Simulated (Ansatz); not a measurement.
Ansatz input file:

```yaml
crystal:
  lattice:
    - [-1.7815390617, 1.7815871114, 2.4527858062]
    - [1.7815390617, -1.7815871114, 2.4527858062]
    - [1.7815390617, 1.7815871114, -2.4527858062]
  atoms:
    - { symbol: Sn, position: [0.0, 0.0, 0.0] }
    - { symbol: H, position: [0.5, 0.5, 0.0] }
basis:
  ecutwfc: 420
kpoints:
  mp_grid: { grid: [14, 14, 14] }
hamiltonian:
  xc: pbe
scf:
  occupations: { method: gaussian, width: 0.1 }
output:
  forces: true
  stress: true
  eigenvalues: true
relax:
  adjacent_minimum: "off"
  f_tol: 0.025
  max_steps: 60
  cell: { stress_tol: 0.12 }
```

Command:
```bash
ansatz run input.yaml --threads 2 --pin off --max-ram 5120MiB --backend cpu --events-out ev --progress --plain --runs-dir out
```

These are results of DFT PBE, scalar-relativistic, plane waves, PAW (Ansatz), not measurements.

From the run's log, abridged (final results; tables in files aren't shown):

```
SCF 2 converged in 3 iterations: F = -6039.026983 eV  dr2 = 1.22e-11
SCF converged after 3 iterations
Free energy (F): -6039.026983 eV
Harris-Foulkes:  -6039.026983 eV  (|F-HF|=1.82e-12)
Internal energy: -6039.024737 eV  (E = F + TS)
E sigma→0 (E₀):  -6039.025860 eV
Entropy (-TS):   -0.002246 eV (-1.123 meV/atom)
Fermi energy:    9.820441 eV
--- Per-component energies (eV) ---
  E_band       = -93.201756
  E_kinetic    = 197.836783
  E_local      = -866.378200  (includes V_loc(G=0)·N_el)
  E_nonlocal   = -31.685894
  E_hartree    = 533.018121
  E_xc         = -391.730569
  E_vxc        = -107.637274  (∫ρ·V_xc dr)
  E_paw        = -4134.033820  (= ΣΔE_a)
  E_vpaw       = -351.372304  (= ΣTr[D̂ρ^β])
  E_aug_tail   = -0.000983  (compensation charges beyond the density's cutoff)
  E_ewald      = -1346.050175
  E_smearing   = -0.002246  (= −TS)
--- Forces (eV/Å), atoms counted from 1 ---
  atom   1  Sn     0.00000000     0.00000000     0.00000000
  atom   2  H      0.00000000     0.00000000     0.00000000
--- Stress (GPa, compression-positive) ---
       -0.033841       0.000000       0.000000
        0.000000      -0.034639       0.000000
        0.000000       0.000000       0.117099
  P = ⅓ Tr σ = 0.0162 GPa (0.162 kbar)
--- Band table (eV; the first three rows and the last of 428) ---
  k-point 0: bands = ["-11.8736", "-11.8736", "-11.8606", "-11.8195", "-11.8085", "-1.6689", "12.2594", "15.6690", "15.8082", "15.8087", "19.9502", "20.2957"]
  k-point 1: bands = ["-11.8762", "-11.8677", "-11.8558", "-11.8213", "-11.8075", "-1.5448", "11.8263", "15.1586", "15.3084", "16.0594", "18.7515", "21.0008"]
  k-point 2: bands = ["-11.8834", "-11.8511", "-11.8421", "-11.8291", "-11.8026", "-1.1720", "10.9787", "14.1364", "14.3033", "15.5421", "17.6152", "20.7002"]
  k-point 427: bands = ["-11.9189", "-11.8990", "-11.7670", "-11.7537", "-11.7537", "3.8605", "6.2689", "8.1705", "10.8277", "10.8282", "14.8252", "27.3906"]
--- Relaxed structure (1 steps of the walk, 1 accepted, 1 SCFs on fresh bases) ---
  F+E_penalty+E_count = -6039.02698348 eV   max|allowed force component| = 7.889e-31 eV/Å   (the final SCF, on the basis selected at the relaxed cell)
  cell:  # Å, volume = 31.1402 Å³
    - [-1.7815390617, 1.7815871114, 2.4527858062]
    - [1.7815390617, -1.7815871114, 2.4527858062]
    - [1.7815390617, 1.7815871114, -2.4527858062]
  atoms:
    - { symbol: Sn, position: [0.0, 0.0, 0.0] }
    - { symbol: H, position: [0.49999999, 0.49999999, 0.0] }
```

The relaxation met its thresholds.

Time: 10 s on 2 threads of Arm Neoverse V1, on a shared host, peak memory 0.45 GiB.